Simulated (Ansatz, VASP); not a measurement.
Two plane-wave programs on Ca

```
CELL_PARAMETERS angstrom
0.00000 2.79420 2.79420
2.79420 0.00000 2.79420
2.79420 2.79420 0.00000
ATOMIC_POSITIONS crystal
Ca 0.00000 0.00000 0.00000
```

Alike in both runs: task single point; functional PBEsol; k mesh 16 × 16 × 16; occupations gaussian, width 0.15 eV; no spin polarisation.

|  | VASP | Ansatz |
| --- | --- | --- |
| version | VASP 6.6.1 | Ansatz 0.2.0 |
| potentials or method | VASP PAW PBE potentials, release 64 (Ca_sv) | scalar-relativistic, plane waves, PAW |
| plane-wave cutoff (eV) | 520 | 420 |
| valence electrons in the cell | 10 | 10 |

```csv
,VASP,Ansatz,Ansatz less VASP
gap on the k mesh at the Fermi level (eV),none,none,-
pressure (GPa),-1.2,-1.2,-0.01
```

A gap of «none» marks a metal or a gap that the smearing closes.

Caveats: the PAW data sets were made with another functional, which shifts forces and pressure a little (VASP).
